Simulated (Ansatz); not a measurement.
## Nb in Ansatz: the effect of functional

Crystal: Nb.

```
Nb
1.0
    -1.69658    1.69658    1.69658
     1.69658   -1.69658    1.69658
     1.69658    1.69658   -1.69658
Nb
1
Cartesian
  0.0000 0.0000 0.0000
```

The cell isn't the ideal one: volume scaled by 1.06.

Alike in all runs:

* Program: Ansatz 0.2.0
* Task: single point
* Potentials or basis: Ansatz PAW
* k mesh: 11 × 11 × 11
* Occupations: fermi-dirac, width 0.05 eV
* Spin: no spin polarisation

```csv
functional,cutoff,pressure (GPa)
LDA,420 eV (not typed: the program's choice for these potentials),-19.3
r2SCAN,500 eV (not typed: the program's choice for these potentials),-12.0
PBE,420 eV (not typed: the program's choice for these potentials),?
```

Question: What does the run with functional PBE give?

Answer: Pressure -10.7 GPa.

Caveats: the PAW data sets come from PBE, with cores solved anew for the run's functional, which leaves a small shift of forces and pressure (some runs).
